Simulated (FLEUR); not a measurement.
# CuAu (R-3m) in FLEUR: single point with PBEsol

Aim: the single point of CuAu with PBEsol.

All numbers are computed with FLEUR MaX-R8.1 (later development tree); they aren't measurements. Logs are shortened: lines on timing, memory, paths and dates and some standing lists are left out, and cuts for length are marked.

## Step 1: The crystal as given

It takes space group R-3m (No. 166, trigonal). Conventional cell: a = 2.886 Å, b = 2.886 Å, c = 12.769 Å, α = 90.00°, β = 90.00°, γ = 120.00°. Au (site symmetry -3m) is surrounded by 6 Cu at 2.70 Å and 6 Au at 2.89 Å. Cu (site symmetry -3m) is surrounded by 6 Au at 2.70 Å and 6 Cu at 2.89 Å.

The cell comes from a database or a generator and needn't be the stable form of this composition.

## Step 2: Single point, PBEsol

The input, inp.xml:

```xml
<?xml version="1.0" encoding="UTF-8" standalone="no"?>
<fleurInput fleurInputVersion="0.39">
   <comment>
      CuAu                                                                                                
   </comment>
   <calculationSetup>
      <cutoffs Kmax="4.28" Gmax="13.3" GmaxXC="13.3" numbands="0"/>
      <scfLoop itmax="60" minDistance="0.00001" maxIterBroyd="15" imix="Anderson" alpha="0.05" precondParam="0.0" spinf="2.0" sdNocoIR="T"/>
      <coreElectrons ctail="T" frcor="F" kcrel="0" coretail_lmax="0"/>
      <xcFunctional name="PBEs" relativisticCorrections="F"/>
      <magnetism jspins="1"/>
      <soc l_soc="F" theta="0.0" phi="0.0" spav="F"/>
      <expertModes spex="0" secvar="F"/>
      <geometryOptimization l_f="T" forcealpha="1.0" forcemix="BFGS" epsdisp="0.0005" epsforce="0.0002"/>
      <ldaU l_linMix="F" mixParam="0.05" spinf="1.0"/>
   </calculationSetup>
   <cell>
      <bzIntegration valenceElectrons="38.0" mode="hist" fermiSmearingEnergy="0.00183747">
         <kPointListSelection listName="default-1"/>
         <!-- k-points included here -->
         <xi:include xmlns:xi="http://www.w3.org/2001/XInclude" href="kpts.xml"> </xi:include>
      </bzIntegration>
      <!-- symmetry operations included here -->
      <xi:include xmlns:xi="http://www.w3.org/2001/XInclude" href="sym.xml"> </xi:include>
      <bulkLattice scale="1.0">
         <bravaisMatrix>
            <row-1>    2.7269822247595585     1.5744239215572673     8.0429970776313890</row-1>
            <row-2>   -2.7269822247595585     1.5744239215572673     8.0429970776313890</row-2>
            <row-3>    0.0000000000000000    -3.1488478431145346     8.0429970776313890</row-3>
         </bravaisMatrix>
      </bulkLattice>
   </cell>
   <atomSpecies>
      <species name="Gold (Au)" element="Au" atomicNumber="79">
         <mtSphere radius="2.29" gridPoints="783" logIncrement="0.017"/>
         <atomicCutoffs lmax="9" lnonsphr="9"/>
         <electronConfig flipSpins="F">
            <coreConfig>(1s1/2) (2s1/2) (2p1/2) (2p3/2) (3s1/2) (3p1/2) (3p3/2) (4s1/2) (3d3/2) (3d5/2) (4p1/2) (4p3/2) (4d3/2) (4d5/2) (4f5/2) (4f7/2)</coreConfig>
            <valenceConfig>(5s1/2) (5p1/2) (5p3/2) (6s1/2) (5d3/2) (5d5/2)</valenceConfig>
            <stateOccupation state="(6s1/2)" spinUp="0.500000" spinDown="0.500000"/>
         </electronConfig>
         <energyParameters s="6" p="6" d="5" f="5"/>
         <lo type="SCLO" l="0" n="5" eDeriv="0"/>
         <lo type="SCLO" l="1" n="5" eDeriv="0"/>
         <lo type="SCLO" l="1" n="5" eDeriv="1"/>
         <lo type="SCLO" l="2" n="5" eDeriv="2"/>
         <lo type="SCLO" l="3" n="5" eDeriv="2"/>
      </species>
      <species name="Copper (Cu)" element="Cu" atomicNumber="29">
         <mtSphere radius="2.29" gridPoints="783" logIncrement="0.016"/>
         <atomicCutoffs lmax="9" lnonsphr="9"/>
         <electronConfig flipSpins="F">
            <coreConfig>(1s1/2) (2s1/2) (2p1/2) (2p3/2)</coreConfig>
            <valenceConfig>(3s1/2) (3p1/2) (3p3/2) (4s1/2) (3d3/2) (3d5/2)</valenceConfig>
            <stateOccupation state="(4s1/2)" spinUp="0.500000" spinDown="0.500000"/>
         </electronConfig>
         <energyParameters s="4" p="4" d="3" f="4"/>
         <lo type="SCLO" l="0" n="3" eDeriv="0"/>
         <lo type="SCLO" l="1" n="3" eDeriv="0"/>
         <lo type="SCLO" l="1" n="3" eDeriv="1"/>
         <lo type="SCLO" l="2" n="3" eDeriv="2"/>
         <lo type="SCLO" l="3" n="4" eDeriv="2"/>
      </species>
   </atomSpecies>
   <atomGroups>
      <atomGroup species="Gold (Au)">
         <relPos label="                   1">.0000000000 .0000000000 .0000000000</relPos>
         <force calculate="T" relaxXYZ="TTT"/>
      </atomGroup>
      <atomGroup species="Copper (Cu)">
         <relPos label="                   2">1.000/2.000 1.000/2.000 1.000/2.000</relPos>
         <force calculate="T" relaxXYZ="TTT"/>
      </atomGroup>
   </atomGroups>
   <output dos="F" band="F" slice="F">
      <checks vchk="F" cdinf="F"/>
      <bandDOS minEnergy="-.5*Htr" maxEnergy="0.5*Htr" sigma="0.015" storeEVData="T"/>
      <vacuumDOS vacdos="F" integ="F" star="F" nstars="0" locx1="0.0" locy1="0.0" locx2="0.0" locy2="0.0" nstm="0" tworkf="0.0"/>
      <unfoldingBand unfoldBand="F" supercellX="1" supercellY="1" supercellZ="1"/>
      <plotting iplot="0" polar="F">
         <plot TwoD="T" vec1="  1.0  0.0  0.0" vec2="  0.0  1.0  0.0" vec3="  0.0  0.0  1.0" zero="  0.0  0.0  0.0" file="plot"/>
      </plotting>
      <chargeDensitySlicing numkpt="0" minEigenval="0.0" maxEigenval="0.0" nnne="0" pallst="F"/>
      <specialOutput eonly="F"/>
      <moessbauerParams electricFieldGradient="T" isomerShift="T" coreHyperfine="T" valenceHyperfine="T"/>
      <magneticCircularDichroism mcd="F" energyLo="-10.0" energyUp="0.0"/>
   </output>
  <!-- We include the file relax.xml here to enable relaxations (see documentation) -->
  <xi:include xmlns:xi="http://www.w3.org/2001/XInclude" href="relax.xml"> <xi:fallback/> </xi:include>
</fleurInput>
```

The input, crystal.txt:

```
CuAu
&input cartesian=F /
1.4430568479  0.8331492596  4.2561707609
-1.4430568479  0.8331492596  4.2561707609
0.0000000000  -1.6662985192  4.2561707609
1.8897261246
1.0 1.0 1.0

2
79 0.0000000000  0.0000000000  0.0000000000
29 0.5000000000  0.5000000000  0.5000000000

&kpt div1=11 div2=11 div3=11 gamma=T /
```

Potentials or basis: all-electron, FLAPW.

Run with:

```console
inpgen -f crystal.txt -profile fastHighL
# inp.xml edited to the form shown
fleur_MPI
```

What it wrote:

```text
Welcome to FLEUR        (www.flapw.de)
      MaX-Release 8.1          (www.max-centre.eu)

 ========== k-point set info ==========
 Selected k-point list: default-1
 k-point list type: mesh
 11 x 11 x 11
 Number of k points: 146

 ------------Calculation Setup---------------------------
 Number of MPI-tasks      :            1
 Number of PE/node        :            1
 Number of OMP-threads    :            1
 Most efficient MPI parallelization for:
           1           2          73         146
 Additional eigenvalue parallelization possible
 Number of basis functions:          359
 Approximate size of matrices (H+S) per k-point:         0.002 GB
 --------------------------------------------------------
 Iteration:     1   Distance:      24.90304307 me/bohr^3
 Iteration:     2   Distance:      18.52632084 me/bohr^3
 Iteration:     3   Distance:      10.22518509 me/bohr^3
 Iteration:     4   Distance:       7.23114223 me/bohr^3
 Iteration:     5   Distance:       8.16323157 me/bohr^3
 Iteration:     6   Distance:       1.59543196 me/bohr^3
 Iteration:     7   Distance:       1.64451742 me/bohr^3
 Iteration:     8   Distance:       0.76001056 me/bohr^3
 Iteration:     9   Distance:       0.60336612 me/bohr^3
 Iteration:    10   Distance:       0.08753815 me/bohr^3
 Iteration:    11   Distance:       0.05275596 me/bohr^3
 Iteration:    12   Distance:       0.01534537 me/bohr^3
 Iteration:    13   Distance:       0.00996601 me/bohr^3
 Iteration:    14   Distance:       0.00085237 me/bohr^3
 Iteration:    15   Distance:       0.00054359 me/bohr^3
 Iteration:    16   Distance:       0.00035832 me/bohr^3
 Iteration:    17   Distance:       0.00011412 me/bohr^3
 Iteration:    18   Distance:       0.00005824 me/bohr^3
 Iteration:    19   Distance:       0.00001393 me/bohr^3
 Iteration:    20   Distance:       0.00000233 me/bohr^3

 ********************************************************************
 Run finished successfully
 Stop message:
   Structural relaxation: Done
 ********************************************************************
```

Run time: 4.9 min. Hardware: 1 thread of Arm Neoverse V2, shared host; peak memory 0.08 GiB.

Results:

```
Free energy                                           : -563176.7003 eV
Band gap on the k mesh                                : none (metal or under the smearing width)
Valence electrons inside the program's atomic spheres : Au 16.73; Cu 17.90 (radii Au 2.29, Cu 2.29 bohr)
```

Levels at points of the mesh, in eV from the Fermi level:
| k point | band 15 | band 16 | band 17 | band 18 | band 19 | band 20 | band 21 | band 22 | band 23 | band 24 |
| --- | --- | --- | --- | --- | --- | --- | --- | --- | --- | --- |
| (0.00, 0.00, 0.00) | -2.69 | -2.16 | -2.16 | -1.54 | -1.54 | -0.15 | 4.56 | 14.44 | 15.89 | 15.89 |

Core levels (eV from the Fermi level):
| atom | levels |
| --- | --- |
| 1 Au | 1s1/2 -80626.8, 2s1/2 -14212.9, 2p1/2 -13628.5, 2p3/2 -11793.5, 3s1/2 -3352.5, 3p1/2 -3090.0, 3p3/2 -2685.1, 4s1/2 -725.6, 3d3/2 -2249.7, 3d5/2 -2162.7, 4p1/2 -613.8, 4p3/2 -516.6, 4d3/2 -333.7, 4d5/2 -315.6, 4f5/2 -81.0, 4f7/2 -77.1 |
| 2 Cu | 1s1/2 -8838.4, 2s1/2 -1058.9, 2p1/2 -927.6, 2p3/2 -907.2 |

The run has no spin-orbit coupling, so splittings on Au are missing.
